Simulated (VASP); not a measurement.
# From an Ansatz input to VASP: PbO (strained CsCl)

Ansatz input

```yaml
crystal:
  lattice:
    - [3.2248366629, 0.0, 0.0]
    - [0.0, 3.2248366629, 0.0]
    - [0.0, 0.0, 3.2248366629]
  atoms:
    - { symbol: Pb, position: [0.0, 0.0, 0.0] }
    - { symbol: O, position: [0.5, 0.5, 0.5] }
kpoints:
  mp_grid: { grid: [8, 8, 8] }
  band_path:
    path:
      - [0.0, 0.0, 0.0]
      - [0.0, 0.5, 0.0]
      - [0.5, 0.5, 0.0]
      - [0.5, 0.5, 0.5]
      - [0.05, 0.5, 0.05]
    npoints: 1
hamiltonian:
  xc: r2scan
scf:
  occupations: { method: fermi_dirac, width: 0.02 }
  n_extra_bands: 4
output:
  forces: true
  stress: true
  eigenvalues: true
```

Translate this input to VASP.



INCAR

```
NBANDS = 17
LCHARG = .FALSE.
ALGO = Normal
LREAL = .FALSE.
LASPH = .TRUE.
IBRION = -1
METAGGA = R2SCAN
ISIF = 2
ENCUT = 520
SIGMA = 0.02
NSW = 0
ISMEAR = -1
PREC = Accurate
NELM = 120
LWAVE = .FALSE.
EDIFF = 1E-7
```

KPOINTS

```
KPOINTS created by Atomic Simulation Environment
0
Gamma
8 8 8
0 0 0
```

KPOINTS_OPT

```
special points
5
Reciprocal
0.0000000000 0.0000000000 0.0000000000 1
0.0000000000 0.5000000000 0.0000000000 1
0.5000000000 0.5000000000 0.0000000000 1
0.5000000000 0.5000000000 0.5000000000 1
0.0500000000 0.5000000000 0.0500000000 1
```

POSCAR

```
Pb O
 1.0000000000000000
     3.2248366629000000    0.0000000000000000    0.0000000000000000
     0.0000000000000000    3.2248366629000000    0.0000000000000000
     0.0000000000000000    0.0000000000000000    3.2248366629000000
 Pb  O
   1   1
Cartesian
  0.0000000000000000  0.0000000000000000  0.0000000000000000
  1.6124183314500000  1.6124183314500000  1.6124183314500000
```

VASP ran with the recommended PBE PAW datasets (20 valence electrons in the cell). Other inputs would serve too.

```csv
,Ansatz,VASP
gap between bands v and c,0.12 eV,0.12 eV
least direct gap,0.25 eV,0.25 eV
pressure,-4.1 GPa,-4.0 GPa
```

Datasets and cutoffs are each program's own. VASP's cell holds 20 valence electrons and Ansatz's 20. Ansatz's stress includes a Pulay correction; VASP's doesn't.
